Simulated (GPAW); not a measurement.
Al in GPAW: convergence with k mesh

Input of the first run (k mesh 2 × 2 × 2); the others differ in this setting and in those tied to it:

Contents of run.py:

```python
from ase import Atoms
from ase.dft.bandgap import bandgap
from ase.io import write
from ase.units import GPa
from gpaw import GPAW, PW

atoms = Atoms(['Al', 'Al'],
              cell=[[4.4916001283, 0.0, 0.0],
                    [-2.2458000642, 3.8898398148, 0.0],
                    [0.0, 0.0, 2.7226]],
              scaled_positions=[[0.316559, 0.657681, 0.011944],
                                [0.660338, 0.320916, -0.024846]],
              pbc=True)

calc = GPAW(mode=PW(600),
            xc='MGGA_X_R2SCAN+MGGA_C_R2SCAN',
            kpts={'size': (2, 2, 2), 'gamma': True},
            occupations={'name': 'fermi-dirac', 'width': 0.05},
            nbands=10,
            convergence={'density': 1e-05, 'energy': 1e-05},
            maxiter=100,
            txt='gpaw.txt')
atoms.calc = calc
energy = atoms.get_potential_energy()
forces = atoms.get_forces()
stress = atoms.get_stress()
calc.write('gs.gpw')
write('result.traj', atoms)
print(f'Energy: {energy:.6f} eV')
print('Forces (eV/A):')
print(forces.round(4))
print('Stress (GPa):', (stress / GPa).round(3))
print('Fermi level:', round(calc.get_fermi_level(), 4), 'eV')
print(f'Gap: {bandgap(calc)[0]:.4f} eV, direct: {bandgap(calc, direct=True)[0]:.4f} eV')
```

Potentials or basis: GPAW PAW data sets (gpaw-data 1.2.1), pw.

Run with:

```bash
$ OMP_NUM_THREADS=1 python run.py
```

The cell isn't the ideal one: atoms moved at random, drawn with an rms of 0.05 Å.

The cell was built by a generator and needn't be a form met in nature.

Hardware: 1 thread of Intel(R) Xeon(R) 6975P-C (Granite Rapids), on a shared host.

Problem. The values tried are 2 × 2 × 2, 2 × 2 × 3, 3 × 3 × 4, 4 × 4 × 5, 5 × 5 × 6, 5 × 5 × 7, 6 × 6 × 9, loosest first. From which on does the pressure stay within 0.1 GPa of the tightest run that finished?

Solution. From 5 × 5 × 7 on.

```csv
k mesh,"energy less the tightest run, at zero smearing (meV/atom)",pressure (GPa),largest force (eV/Å),SCF cycles,CPU time (s),peak memory (GiB)
2 × 2 × 2,358.50,4.63,0.293,12,5.7,0.17
2 × 2 × 3,591.16,2.87,0.382,14,6.6,0.17
3 × 3 × 4,38.05,2.65,0.298,10,9.3,0.17
4 × 4 × 5,34.56,1.60,0.263,11,21,0.18
5 × 5 × 6,20.04,1.07,0.396,11,36,0.2
5 × 5 × 7,-8.61,0.95,0.320,11,41,0.21
6 × 6 × 9,0.00,0.96,0.353,11,75,0.25
```

Not settled before the last step: the energy (to 1 meV/atom), the largest force (to 0.005 eV/Å). Meshes of other sizes hit other points, so gaps and Fermi surfaces needn't settle smoothly. The tightest run that finished is the yardstick and may itself not be fully converged.

Caveat, for the tightest run too: the PAW data sets were made with another functional, which shifts forces and pressure a little.
